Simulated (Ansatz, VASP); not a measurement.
# Two plane-wave programs on KCl

```
CELL_PARAMETERS angstrom
0.00000 3.15566 3.15566
3.15566 0.00000 3.15566
3.15566 3.15566 0.00000
ATOMIC_POSITIONS crystal
K 0.00000 0.00000 0.00000
Cl 0.50000 0.50000 0.50000
```

Alike in both runs: task single point; functional PBE; k mesh 6 × 6 × 6; occupations gaussian, width 0.02 eV; no spin polarisation.

|  | VASP | Ansatz |
| --- | --- | --- |
| version | VASP 6.6.1 | Ansatz 0.2.0 |
| potentials or method | VASP PAW PBE potentials, release 64 (K_sv, Cl) | scalar-relativistic, plane waves, PAW |
| plane-wave cutoff (eV) | 520 | 420 |
| valence electrons in the cell | 16 | 16 |

```tsv
	VASP	Ansatz	Ansatz less VASP
gap on the k mesh at the Fermi level (eV)	5.16	5.16	+0.002
least direct gap on the mesh (eV)	5.16	5.16	+0.002
pressure (GPa)	0.6	0.6	-0.03
```
